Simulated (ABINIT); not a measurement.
# C: single point with LDA

The system is C.

```
CELL_PARAMETERS angstrom
2.12732 -1.22828 0.00000
2.12732 1.22828 0.00000
-1.37907 0.00000 3.50283
ATOMIC_POSITIONS crystal
C 0.16664 0.16664 0.99991
C 0.83336 0.83336 0.00009
```

This is a stacking variant of graphite.

| Property | Result |
| --- | --- |
| Program | ABINIT 10.8.3 (patched build) |
| Task | single point |
| Functional | LDA |
| Potentials or basis | JTH PAW LDA v2.0 |
| Cutoff | 381 eV |
| k mesh | 10 × 10 × 6 |
| Occupations | fermi-dirac, width 0.05 eV |
| Spin | no spin polarisation |

| Quantity | Value |
| --- | --- |
| Largest force | 0.005 eV/Å |
| Band gap on the k mesh | 1.35 eV, indirect (least direct gap 1.38 eV) |

Forces in eV/Å, atoms in the order of the input:
```
C   -0.002  0.000  0.005
C    0.002  0.000 -0.005
```

Levels at points of the mesh, in eV from the valence-band top:
```csv
k point,band 1,band 2,band 3,band 4,band 5,band 6,band 7,band 8
"(0.00, 0.00, 0.00)",-18.89,-6.24,-2.40,-2.40,4.10,8.99,8.99,11.99
"(0.50, 0.00, 0.00)",-13.50,-12.63,-5.79,-1.47,2.53,8.32,11.89,12.30
"(0.50, 0.50, 0.00)",-13.42,-12.57,-5.83,-2.04,1.92,8.02,13.14,14.55
"(0.00, 0.00, 0.50)",-18.66,-7.89,-2.42,-2.41,8.95,8.95,9.69,12.13
"(0.50, 0.00, 0.50)",-13.42,-12.56,-5.83,-2.08,1.87,8.02,13.22,14.77
"(0.50, 0.50, 0.50)",-13.50,-12.63,-5.80,-1.52,2.48,8.32,11.98,12.44
```

It took 6.3 s on 1 thread of Arm Neoverse V2, on a shared host, peak memory 0.07 GiB.

Caveat: the atomic spheres overlap. A k mesh can miss the band edges.
